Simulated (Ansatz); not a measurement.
Here is an Ansatz 0.2.0 calculation.

Contents of input.yaml:

```yaml
crystal:
  lattice:
    - [3.085, 0.0, 0.0]
    - [-1.5425, 2.6716883707, 0.0]
    - [0.0, 0.0, 3.523]
  atoms:
    - { symbol: Mg, position: [0.0, 0.0, 0.0] }
    - { symbol: B, position: [0.6666666667, 0.3333333333, 0.5] }
    - { symbol: B, position: [0.3333333333, 0.6666666667, 0.5] }
kpoints:
  mp_grid: { grid: [10, 10, 8] }
  band_path:
    path:
      - [0.0, 0.0, 0.0]
      - [0.5, 0.0, 0.0]
      - [0.3333333333, 0.3333333333, 0.0]
      - [0.0, 0.0, 0.0]
      - [0.0, 0.0, 0.5]
      - [0.5, 0.0, 0.5]
      - [0.3333333333, 0.3333333333, 0.5]
      - [0.0, 0.0, 0.5]
    npoints: 8
scf:
  occupations: { method: fermi_dirac, width: 0.05 }
hamiltonian:
  xc: pbesol
  pseudopotentials: { kind: all_electron, lapw: { basis_error: 0.002 } }
output:
  forces: true
  stress: true
  eigenvalues: true
```

Potentials or basis: all-electron LAPW, scalar-relativistic.

Run with:

```bash
$ ansatz run input.yaml --threads 2 --pin off --max-ram 8192MiB --backend cpu --events-out ev --progress --plain --runs-dir out
```

Predict the pressure.

-3.1 GPa.

Predict the band gap along the path.

none (metal or under the smearing width).

Levels at the corners of the path, in eV from the Fermi level:
| point | band 7 | band 8 | band 9 | band 10 | band 11 | band 12 | band 13 | band 14 |
| --- | --- | --- | --- | --- | --- | --- | --- | --- |
| Γ | -12.44 | -2.98 | 0.34 | 0.34 | 1.57 | 6.23 | 6.23 | 8.06 |
| M | -8.54 | -7.87 | -2.20 | 0.17 | 3.02 | 3.79 | 5.23 | 7.02 |
| K | -7.27 | -7.27 | -5.92 | 1.75 | 1.75 | 6.08 | 6.08 | 8.67 |
| Γ | -12.44 | -2.98 | 0.34 | 0.34 | 1.57 | 6.23 | 6.23 | 8.06 |
| A | -11.14 | -7.49 | 0.72 | 0.72 | 6.57 | 6.57 | 7.89 | 9.85 |
| L | -7.56 | -6.95 | -3.62 | -1.91 | -1.37 | 5.63 | 8.67 | 8.80 |
| H | -6.37 | -6.37 | -5.23 | -2.07 | -2.07 | 3.46 | 11.51 | 11.85 |
| A | -11.14 | -7.49 | 0.72 | 0.72 | 6.57 | 6.57 | 7.89 | 9.85 |
